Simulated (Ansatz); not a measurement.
# SiC: frozen-core PAW against all-electron methods

```
CELL_PARAMETERS angstrom
3.07600 0.00000 0.00000
-1.53800 2.66389 0.00000
0.00000 0.00000 4.99752
ATOMIC_POSITIONS crystal
Si 0.33333 0.66667 0.00000
Si 0.66667 0.33333 0.50000
C 0.33333 0.66667 0.38500
C 0.66667 0.33333 0.88500
```

Atom numbers follow the list: Si1, Si2, C3, C4.

The geometry is COD entry 9008875, unchecked; take it as a test cell. The listed cell was then made from it by scaling, straining or moving an atom.

Levels of theory: DFT, PBEsol, PAW with Ansatz's default frozen-core files, scalar-relativistic (Ansatz 0.2.0); DFT, PBEsol, all-electron PAW with datasets made for the crystal, scalar-relativistic (Ansatz 0.2.0); DFT, PBEsol, all-electron LAPW, scalar-relativistic (Ansatz 0.2.0).

For PAW: a Γ-centred 15×15×8 k mesh, Fermi–Dirac smearing of 0.08 eV, cutoff 420 eV, no spin polarisation; the PAW files were made with PBE, and the program remakes their frozen cores for this functional. The crystal-made all-electron datasets (AE datasets) take a cutoff of 340 eV at this cell. LAPW targets a basis error of 1 meV/atom. The Ansatz runs share mesh, smearing and spin set-up. Plane-wave (PAW) pressures include the program's estimate of the Pulay term.

Stress and pressure are positive in compression.

| quantity | PAW | AE datasets | LAPW |
| --- | --- | --- | --- |
| pressure (GPa) | 2.32 | 2.27 | 2.27 |
| force on Si1, z (eV/Å) | 0.676 | 0.675 | 0.675 |
| force on C3, z (eV/Å) | -0.676 | -0.675 | -0.675 |

PAW's pressure differs from the LAPW value by +0.05 GPa.
